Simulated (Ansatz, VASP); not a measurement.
## Nb in VASP and in Ansatz

```xyz
1
Lattice="2.7201 0.0000 0.0000 0.0000 2.7201 0.0000 0.0000 0.0000 2.7201" Properties=species:S:1:pos:R:3 pbc="T T T"
Nb    0.0000    0.0000    0.0000
```

This isn't the form of Nb at room conditions, which is bcc.

Alike in both runs: task single point; functional PBE; k mesh 19 × 19 × 19; occupations fermi-dirac, width 0.05 eV; collinear spin.

|  | VASP | Ansatz |
| --- | --- | --- |
| version | VASP 6.6.1 | Ansatz 0.2.0 |
| potentials or method | VASP PAW PBE potentials, release 64 (Nb_sv) | plane waves (420 eV) with PAW, scalar-relativistic |
| plane-wave cutoff (eV) | 520 | 420 |
| valence electrons in the cell | 13 | 13 |

|  | VASP | Ansatz | Ansatz less VASP |
| --- | --- | --- | --- |
| net moment per atom (μB) | 0.00 | 0.00 | 0.000 |

Ansatz warned: «seeded_moment_not_kept».
